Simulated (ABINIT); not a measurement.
# SiC (Moissanite) (P6_3mc) in ABINIT: notebook

Aim: see how the results for SiC (Moissanite) move with the level of theory and the settings. Levels: PBEsol, PBE. Tasks: single point.

Everything below comes from runs of ABINIT 10.8.3 (patched build). Logs are shortened: lines on timing, memory, paths and dates and some standing lists are left out, and cuts for length are marked. The log counts tension as positive stress, the text compression.

### 1 Starting point

The structure is hexagonal, space group P6_3mc (No. 186). Conventional cell: a = 3.076 Å, b = 3.076 Å, c = 5.048 Å, α = 90.00°, β = 90.00°, γ = 120.00°. Si (site symmetry 3m) has 4 C at 1.87 to 1.94 Å as nearest neighbours. C (site symmetry 3m) has 4 Si at 1.87 to 1.94 Å as nearest neighbours.

### 2 Single point, PBEsol

The input, run.abi:

```
# Pseudopotentials
pp_dirpath "./"
pseudos "Si.GGA_PBE-JTH.xml, C.GGA_PBE-JTH.xml"

# Structure
acell 3.076 3.076 5.048 Angstrom
rprim
     1.0000000000     0.0000000000     0.0000000000
    -0.5000000000     0.8660254038     0.0000000000
     0.0000000000     0.0000000000     1.0000000000
ntypat 2
znucl 14 6
natom 4
typat 1 1 2 2
xred
     0.6666666667     0.3333333333     0.5000000000
     0.3333333333     0.6666666667     0.0000000000
     0.6666666667     0.3333333333     0.8850000000
     0.3333333333     0.6666666667     0.3850000000

# Plane-wave basis
ecut 20.0
pawecutdg 40.0

# k points
kptopt 1
ngkpt 8 8 4
nshiftk 1
shiftk 0.0 0.0 0.0

# Exchange and correlation
ixc -116133

# Bands and occupations
nband 12
occopt 3
tsmear 0.00183747

# SCF cycle
nstep 100
tolvrs 1.0e-9

# Output
iomode 3
prtwf 0
prtden 0
prteig 0
prtebands 0
enunit 2
```

Potentials or basis: JTH PAW PBE v2.0.

Command:

```console
> abinit run.abi > log 2>&1
```

run.abo:

```text
.Version 10.8.3 of ABINIT
 Symmetries : space group P6_3 m c (#186); Bravais hP (primitive hexag.)
================================================================================
 Values of the parameters that define the memory need of the present run
     intxc =       0    ionmov =       0      iscf =      17    lmnmax =       8
     lnmax =       4     mgfft =      40  mpssoang =       2    mqgrid =    3001
     natom =       4  nloc_mem =       2    nspden =       1   nspinor =       1
    nsppol =       1      nsym =      12    n1xccc =       1    ntypat =       2
    occopt =       3   xclevel =       2
       mpw =        1203          nfft =       23040          nkpt =          30
 PAW method is used; the additional fine FFT grid is defined by:
   mgfftf=        60    nfftf =     77760
================================================================================
================================================================================

--------------------------------------------------------------------------------
------------- Echo of variables that govern the present computation ------------
--------------------------------------------------------------------------------
 -outvars: echo values of preprocessed input variables --------
            acell      5.8127975633E+00  5.8127975633E+00  9.5393374836E+00 Bohr
              amu      2.80855000E+01  1.20110000E+01
             ecut      2.00000000E+01 Hartree
           enunit           2
              ixc     -116133
         kptrlatt        8    0    0      0    8    0      0    0    4
          kptrlen      3.81573499E+01
            natom           4
            nband          12
            ngfft          24      24      40
          ngfftdg          36      36      60
             nkpt          30
            nstep         100
             nsym          12
           ntypat           2
           occopt           3
        pawecutdg      4.00000000E+01 Hartree
         pawxcdev           0
           prtden           0
        prtebands           0
           prteig           0
            prtwf           0
            rprim      1.0000000000E+00  0.0000000000E+00  0.0000000000E+00
                      -5.0000000000E-01  8.6602540380E-01  0.0000000000E+00
                       0.0000000000E+00  0.0000000000E+00  1.0000000000E+00
          spgroup         186
           tolvrs      1.00000000E-09
           tsmear      1.83747000E-03 Hartree
            typat      1  1  2  2
           useylm           1
           xangst      1.5380000000E+00  8.8796471403E-01  2.5240000000E+00
                      -2.8748683756E-17  1.7759294281E+00  0.0000000000E+00
                       1.5380000000E+00  8.8796471403E-01  4.4674800000E+00
                      -2.8748683756E-17  1.7759294281E+00  1.9434800000E+00
            xcart      2.9063987816E+00  1.6780101190E+00  4.7696687418E+00
                      -5.4327138779E-17  3.3560202380E+00  0.0000000000E+00
                       2.9063987816E+00  1.6780101190E+00  8.4423136730E+00
                      -5.4327138779E-17  3.3560202380E+00  3.6726449312E+00
             xred      6.6666666667E-01  3.3333333333E-01  5.0000000000E-01
                       3.3333333333E-01  6.6666666667E-01  0.0000000000E+00
                       6.6666666667E-01  3.3333333333E-01  8.8500000000E-01
                       3.3333333333E-01  6.6666666667E-01  3.8500000000E-01
            znucl       14.00000    6.00000

================================================================================

 chkinp: Checking input parameters for consistency.

================================================================================
== DATASET  1 ==================================================================

--- !DatasetInfo
iteration_state: {dtset: 1, }
dimensions: {natom: 4, nkpt: 30, mband: 12, nsppol: 1, nspinor: 1, nspden: 1, mpw: 1203, }
cutoff_energies: {ecut:  20.0, pawecutdg:  40.0, }
electrons: {nelect:   1.60000000E+01, charge:   0.00000000E+00, occopt:   3.00000000E+00, tsmear:   1.83747000E-03, }
meta: {optdriver: 0, ionmov: 0, optcell: 0, iscf: 17, paral_kgb: 0, }
...

 Real(R)+Recip(G) space primitive vectors, cartesian coordinates (Bohr,Bohr^-1):
 R(1)=  5.8127976  0.0000000  0.0000000  G(1)=  0.1720342  0.0993240  0.0000000
 R(2)= -2.9063988  5.0340304  0.0000000  G(2)=  0.0000000  0.1986480  0.0000000
 R(3)=  0.0000000  0.0000000  9.5393375  G(3)=  0.0000000  0.0000000  0.1048291
 Unit cell volume ucvol=  2.7913818E+02 bohr^3
 Angles (23,13,12)=  9.00000000E+01  9.00000000E+01  1.20000000E+02 degrees

 Coarse grid specifications (used for wave-functions):

 getcut: wavevector=  0.0000  0.0000  0.0000  ngfft=  24  24  40
         ecut(hartree)=     20.000   => boxcut(ratio)=   2.05091
[... 83 lines left out ...]
- [ -0.00000000E+00,   5.34888555E-29,  -1.43616079E-02, ]
- [ -0.00000000E+00,   5.34888555E-29,  -1.43616079E-02, ]
force_length_stats: {min:   1.43616079E-02, max:   1.43616079E-02, mean:   1.43616079E-02, }
...

 Integrated electronic density in atomic spheres:
 ------------------------------------------------
 Atom  Sphere_radius  Integrated_density
    1        1.90945          1.66555562
    2        1.90945          1.66555562
    3        1.50737          2.56005524
    4        1.50737          2.56005524

================================================================================

 ----iterations are completed or convergence reached----

 Mean square residual over all n,k,spin=   11.293E-08; max=  15.895E-06
 reduced coordinates (array xred) for    4 atoms
       0.666666666667      0.333333333333      0.500000000000
       0.333333333333      0.666666666667      0.000000000000
       0.666666666667      0.333333333333      0.885000000000
       0.333333333333      0.666666666667      0.385000000000
 rms dE/dt=  7.9098E-02; max dE/dt=  1.3621E-01; dE/dt below (all hartree)
    1       0.000000000000      0.000000000000     -0.137786249386
    2       0.000000000000      0.000000000000     -0.137786249386
    3       0.000000000000      0.000000000000      0.136214200464
    4       0.000000000000      0.000000000000      0.136214200464

 cartesian coordinates (angstrom) at end:
    1      1.53800000000000     0.88796471402960     2.52400000000000
    2     -0.00000000000000     1.77592942805920     0.00000000000000
    3      1.53800000000000     0.88796471402960     4.46748000000000
    4     -0.00000000000000     1.77592942805920     1.94348000000000

 cartesian forces (hartree/bohr) at end:
    1     -0.00000000000000    -0.00000000000000     0.01436160793774
    2     -0.00000000000000     0.00000000000000     0.01436160793774
    3     -0.00000000000000     0.00000000000000    -0.01436160793774
    4     -0.00000000000000     0.00000000000000    -0.01436160793774
 frms,max,avg= 8.2916782E-03 1.4361608E-02   0.000E+00  0.000E+00  8.240E-05 h/b

 cartesian forces (eV/Angstrom) at end:
    1     -0.00000000000000    -0.00000000000000     0.73850357294392
    2     -0.00000000000000     0.00000000000000     0.73850357294392
    3     -0.00000000000000     0.00000000000000    -0.73850357294392
    4     -0.00000000000000     0.00000000000000    -0.73850357294392
 frms,max,avg= 4.2637524E-01 7.3850357E-01   0.000E+00  0.000E+00  4.237E-03 e/A
 length scales=  5.812797563292  5.812797563292  9.539337483582 bohr
              =  3.076000000000  3.076000000000  5.048000000000 angstroms
 Fermi (or HOMO) energy (hartree) =   0.33692   Average Vxc (hartree)=  -0.42642
 Eigenvalues (hartree) for nkpt=  30  k points:
 kpt#   1, nband= 12, wtk=  0.00391, kpt=  0.0000  0.0000  0.0000 (reduced coord)
  -0.28569   -0.15569   -0.02882    0.23604    0.23604    0.28377    0.28377    0.29377
   0.46114    0.51170    0.52952    0.52952
      occupation numbers for kpt#   1
   2.00000    2.00000    2.00000    2.00000    2.00000    2.00000    2.00000    2.00000
   0.00000    0.00000    0.00000    0.00000
 prteigrs : prtvol=0 or 1, do not print more k-points.

 Fermi (or HOMO) energy (eV) =   9.16810   Average Vxc (eV)= -11.60342
 Eigenvalues (   eV  ) for nkpt=  30  k points:
 kpt#   1, nband= 12, wtk=  0.00391, kpt=  0.0000  0.0000  0.0000 (reduced coord)
  -7.77412   -4.23641   -0.78422    6.42296    6.42296    7.72172    7.72172    7.99397
  12.54826   13.92401   14.40897   14.40897
 prteigrs : prtvol=0 or 1, do not print more k-points.

--- !EnergyTerms
iteration_state     : {dtset: 1, }
comment             : Components of total free energy in Hartree
kinetic             :  1.01201905237068E+01
hartree             :  2.34623065148499E+00
xc                  : -9.15861542453542E+00
Ewald energy        : -2.08945945881520E+01
psp_core            :  1.04396186983764E+00
local_psp           : -8.05396055035638E+00
PAW spherical_terms :  5.14066480520445E+00
internal            : -1.94561227128099E+01
'-kT*entropy'       : -5.50840337435126E-14
total_energy        : -1.94561227128100E+01
total_energy_eV     : -5.29428069987475E+02
...

--- !EnergyTermsDC
iteration_state     : {dtset: 1, }
comment             : '"Double-counting" decomposition of free energy'
band_energy         :  1.03948104217815E+00
Ewald energy        : -2.08945945881520E+01
psp_core            :  1.04396186983764E+00
xc_dc               : -3.40083085272210E+00
PAW spherical_terms :  2.75586096353740E+00
internal            : -1.94561215653209E+01
'-kT*entropy'       : -5.50840337435126E-14
total_energy_dc     : -1.94561215653209E+01
total_energy_dc_eV  : -5.29428038762708E+02
...

--- !EnergyTermsWithPAWCore
iteration_state     : {dtset: 1, }
comment             : 'Components of total free energy, including PAW core contributions'
Total energy        : -6.54952198790335E+02
Total energy DC     : -6.54952197642846E+02
Total energy (eV)   : -1.78221572539383E+04
Total energy DC (eV): -1.78221572227136E+04
...

 Cartesian components of stress tensor (hartree/bohr^3)
  sigma(1 1)= -4.84482817E-05  sigma(3 2)=  0.00000000E+00
  sigma(2 2)= -4.84482819E-05  sigma(3 1)=  0.00000000E+00
  sigma(3 3)=  1.14493792E-04  sigma(2 1)=  0.00000000E+00

-Cartesian components of stress tensor (GPa)         [Pressure= -1.7258E-01 GPa]
- sigma(1 1)= -1.42539766E+00  sigma(3 2)=  0.00000000E+00
- sigma(2 2)= -1.42539766E+00  sigma(3 1)=  0.00000000E+00
- sigma(3 3)=  3.36852365E+00  sigma(2 1)=  0.00000000E+00

== END DATASET(S) ==============================================================
================================================================================

 -outvars: echo values of variables after computation  --------
            acell      5.8127975633E+00  5.8127975633E+00  9.5393374836E+00 Bohr
           etotal     -1.9456121565E+01
            fcart     -0.0000000000E+00 -1.6046656648E-28  1.4361607938E-02
                      -0.0000000000E+00  5.3488855494E-29  1.4361607938E-02
                      -0.0000000000E+00  5.3488855494E-29 -1.4361607938E-02
                      -0.0000000000E+00  5.3488855494E-29 -1.4361607938E-02
            rprim      1.0000000000E+00  0.0000000000E+00  0.0000000000E+00
                      -5.0000000000E-01  8.6602540380E-01  0.0000000000E+00
                       0.0000000000E+00  0.0000000000E+00  1.0000000000E+00
           strten     -4.8448281745E-05 -4.8448281877E-05  1.1449379165E-04
                       0.0000000000E+00  0.0000000000E+00  0.0000000000E+00
           xangst      1.5380000000E+00  8.8796471403E-01  2.5240000000E+00
                      -2.8748683756E-17  1.7759294281E+00  0.0000000000E+00
                       1.5380000000E+00  8.8796471403E-01  4.4674800000E+00
                      -2.8748683756E-17  1.7759294281E+00  1.9434800000E+00
             xred      6.6666666667E-01  3.3333333333E-01  5.0000000000E-01
                       3.3333333333E-01  6.6666666667E-01  0.0000000000E+00
                       6.6666666667E-01  3.3333333333E-01  8.8500000000E-01
                       3.3333333333E-01  6.6666666667E-01  3.8500000000E-01
 Calculation completed.
```

It took 27 s on 1 thread of Arm Neoverse V1, shared host; peak memory 0.11 GiB.

What came out:

```
Free energy                                           : -529.4280 eV
Pressure                                              : -0.2 GPa
Largest force                                         : 0.739 eV/Å
Band gap on the k mesh                                : 2.43 eV, indirect (least direct gap 3.98 eV)
Valence electrons inside the program's atomic spheres : Si 1.67; C 2.56
```

Forces in eV/Å, atoms in the order of the input:
```
Si   0.000  0.000  0.739
Si   0.000  0.000  0.739
C    0.000  0.000 -0.739
C    0.000  0.000 -0.739
```

Stress tensor (GPa, compression positive):
```
 1.43  0.00  0.00
 0.00  1.43  0.00
 0.00  0.00 -3.37
```

Levels at points of the mesh, in eV from the valence-band top:
| k point | band 5 | band 6 | band 7 | band 8 | band 9 | band 10 | band 11 | band 12 |
| --- | --- | --- | --- | --- | --- | --- | --- | --- |
| (0.00, 0.00, 0.00) | -1.57 | -0.27 | -0.27 | 0.00 | 4.55 | 5.93 | 6.42 | 6.42 |
| (0.50, 0.00, 0.00) | -5.49 | -3.58 | -3.33 | -1.50 | 2.47 | 4.13 | 6.65 | 7.15 |
| (0.00, 0.00, 0.50) | -0.97 | -0.97 | -0.97 | -0.97 | 5.63 | 5.63 | 7.09 | 7.09 |
| (0.50, 0.00, 0.50) | -2.72 | -2.72 | -2.37 | -2.37 | 3.06 | 3.06 | 4.91 | 4.91 |

Caveat: the PAW data sets were made with another functional, which shifts forces and pressure a little.

### 3 Single point, PBE

The input, run.abi:

```
# Pseudopotentials
pp_dirpath "./"
pseudos "Si.GGA_PBE-JTH.xml, C.GGA_PBE-JTH.xml"

# Structure
acell 3*1.0
rprim
     5.8127975593     0.0000000000     0.0000000000
    -2.9063987797     5.0340303534     0.0000000000
     0.0000000000     0.0000000000     9.5393374771
ntypat 2
znucl 14 6
natom 4
typat 1 1 2 2
xred
     0.6666666667     0.3333333333     0.5000000000
     0.3333333333     0.6666666667     0.0000000000
     0.6666666667     0.3333333333     0.8850000000
     0.3333333333     0.6666666667     0.3850000000

# Plane-wave basis
ecut 544.227725 eV
pawecutdg 40.0

# k points
kptopt 1
ngkpt 13 13 6
nshiftk 1
shiftk 0.0 0.0 0.0

# Exchange and correlation
ixc 11

# Bands and occupations
nband 12
occopt 3
tsmear 0.05 eV

# SCF cycle
nstep 100
tolvrs 1.0e-9

# Output
iomode 3
prtwf 0
prtden 0
prteig 0
prtebands 0
enunit 2
```

Potentials or basis: JTH PAW PBE v2.0.

Command:

```console
> abinit run.abi > log 2>&1
```

run.abo:

```text
.Version 10.8.3 of ABINIT
 Symmetries : space group P6_3 m c (#186); Bravais hP (primitive hexag.)
================================================================================
 Values of the parameters that define the memory need of the present run
     intxc =       0    ionmov =       0      iscf =      17    lmnmax =       8
     lnmax =       4     mgfft =      40  mpssoang =       2    mqgrid =    3001
     natom =       4  nloc_mem =       2    nspden =       1   nspinor =       1
    nsppol =       1      nsym =      12    n1xccc =       1    ntypat =       2
    occopt =       3   xclevel =       2
       mpw =        1208          nfft =       23040          nkpt =          84
 PAW method is used; the additional fine FFT grid is defined by:
   mgfftf=        60    nfftf =     77760
================================================================================
================================================================================

--------------------------------------------------------------------------------
------------- Echo of variables that govern the present computation ------------
--------------------------------------------------------------------------------
 -outvars: echo values of preprocessed input variables --------
            acell      1.0000000000E+00  1.0000000000E+00  1.0000000000E+00 Bohr
              amu      2.80855000E+01  1.20110000E+01
             ecut      2.00000000E+01 Hartree
           enunit           2
                       outvar_i_n : Printing only first  50 k-points.
              ixc          11
                       outvar_i_n : Printing only first  50 k-points.
[... 258 lines left out ...]
...

 Cartesian components of stress tensor (hartree/bohr^3)
  sigma(1 1)= -1.61445970E-04  sigma(3 2)=  0.00000000E+00
  sigma(2 2)= -1.61445970E-04  sigma(3 1)=  0.00000000E+00
  sigma(3 3)= -1.75898345E-06  sigma(2 1)=  3.55428558E-14

-Cartesian components of stress tensor (GPa)         [Pressure=  3.1839E+00 GPa]
- sigma(1 1)= -4.74990443E+00  sigma(3 2)=  0.00000000E+00
- sigma(2 2)= -4.74990443E+00  sigma(3 1)=  0.00000000E+00
- sigma(3 3)= -5.17510797E-02  sigma(2 1)=  1.04570692E-09

== END DATASET(S) ==============================================================
================================================================================

 -outvars: echo values of variables after computation  --------
            acell      1.0000000000E+00  1.0000000000E+00  1.0000000000E+00 Bohr
           etotal     -1.9495870220E+01
            fcart     -8.1064738492E-29 -1.7383878048E-28  1.4431211941E-02
                       5.7903384637E-29  4.0116641649E-29  1.4431211941E-02
                      -8.1064738492E-29 -4.1453863037E-28 -1.4431211941E-02
                       1.0422609235E-28  5.4826076920E-28 -1.4431211941E-02
            rprim      5.8127975593E+00  0.0000000000E+00  0.0000000000E+00
                      -2.9063987797E+00  5.0340303534E+00  0.0000000000E+00
                       0.0000000000E+00  0.0000000000E+00  9.5393374771E+00
           strten     -1.6144597021E-04 -1.6144597020E-04 -1.7589834467E-06
                       0.0000000000E+00  0.0000000000E+00  3.5542855801E-14
           xangst      1.5379999989E+00  8.8796471340E-01  2.5239999983E+00
                      -1.7639298728E-11  1.7759294268E+00  0.0000000000E+00
                       1.5379999989E+00  8.8796471340E-01  4.4674799970E+00
                      -1.7639298728E-11  1.7759294268E+00  1.9434799987E+00
             xred      6.6666666667E-01  3.3333333333E-01  5.0000000000E-01
                       3.3333333333E-01  6.6666666667E-01  0.0000000000E+00
                       6.6666666667E-01  3.3333333333E-01  8.8500000000E-01
                       3.3333333333E-01  6.6666666667E-01  3.8500000000E-01
 Calculation completed.
```

Wall time 36 s (1 thread of Arm Neoverse V2, shared host); peak memory 0.12 GiB.

What came out:

```
Free energy                                           : -530.5097 eV
Pressure                                              : 3.2 GPa
Largest force                                         : 0.742 eV/Å
Band gap on the k mesh                                : 2.43 eV, indirect (least direct gap 4.11 eV)
Valence electrons inside the program's atomic spheres : Si 1.67; C 2.57
```

Forces on the atoms (eV/Å):
```
Si   0.000  0.000  0.742
Si   0.000  0.000  0.742
C    0.000  0.000 -0.742
C    0.000  0.000 -0.742
```

Levels at points of the mesh, in eV from the valence-band top:
```
           k point  band 4  band 5  band 6  band 7  band 8  band 9  band 10  band 11  band 12
(0.00, 0.00, 0.00)   -1.57   -1.57   -0.28   -0.28    0.00    4.61     5.98     6.48     6.48
(0.00, 0.00, 0.50)   -4.48   -0.98   -0.98   -0.98   -0.98    5.68     5.68     7.16     7.16
```

Caveat: an odd mesh through Γ misses points on the zone boundary, where band edges often lie. As with any semilocal functional, this PBE gap is likely too small.
